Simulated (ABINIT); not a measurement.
The system is SnSe2.

```xyz
3
Lattice="3.8110 0.0000 0.0000 -1.9055 3.3004 0.0000 0.0000 0.0000 6.1360" Properties=species:S:1:pos:R:3 pbc="T T T"
Sn    0.0000    0.0000    0.0000
Se    1.9055    1.1001    4.6081
Se    0.0000    2.2003    1.5279
```

Base run:

```yaml
Program: ABINIT 10.8.3 (patched build)
Functional: PBE
Potentials_or_basis: PseudoDojo NC SR PBE v0.5 stringent
Cutoff: 1306 eV
k_mesh: 6 × 6 × 4
Occupations: fermi-dirac, width 0.05 eV
Spin: no spin polarisation
```

Its results: band gap on the k mesh 0.82 eV, indirect (least direct gap 1.10 eV); pressure 4.2 GPa; largest force 0.795 eV/Å.

The run is repeated on the same cell with these changes: potentials or basis from PseudoDojo NC SR PBE v0.5 stringent to PseudoDojo NC SR PBE v0.4.1 standard; cutoff from 1306 eV to 1061 eV; valence electrons from 70 to 46. What comes out?

Band gap on the k mesh 0.80 eV, indirect (least direct gap 1.06 eV); pressure 5.4 GPa; largest force 0.809 eV/Å.

Caveats: spin-orbit coupling is left out, which moves the levels of the heavy elements; this functional lacks dispersion, which binds the layers, so the pressure and a relaxed spacing across them are unreliable.

A k mesh can miss the band edges.

Not every run made on this cell is shown here.
